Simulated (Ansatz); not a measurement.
## What DFT gives for In

```
In
1.0
    -1.62813    1.62813    2.47712
     1.62813   -1.62813    2.47712
     1.62813    1.62813   -2.47712
In
1
Direct
  0.00000 0.00000 0.00000
```

Method: r2SCAN, no spin polarisation; PAW, plane waves to 500 eV, 14×14×14 Γ-centred mesh, gaussian occupations (width 0.1073 eV) (Ansatz 0.2.0), atoms fixed.

Question: What happens at the Fermi level?

Answer: It is a metal, with about 0.38 states/eV a cell as the mean within 0.25 eV of the Fermi level, mostly In p (64 %) and In s (33 %).

Question: What does the stress say?

Answer: The pressure is 0.0 GPa (compression positive), so with the atoms held at these fractions the cell is close to zero pressure.

Question: What do density and ELF say about some of the short contacts?

Answer: In–In at 3.26 Å: least valence density 0.15 e/Å³ and ELF 0.33 there. Both are smooth PAW fields, read partly inside the augmentation spheres.

Origin: a database entry at a rescaled volume.
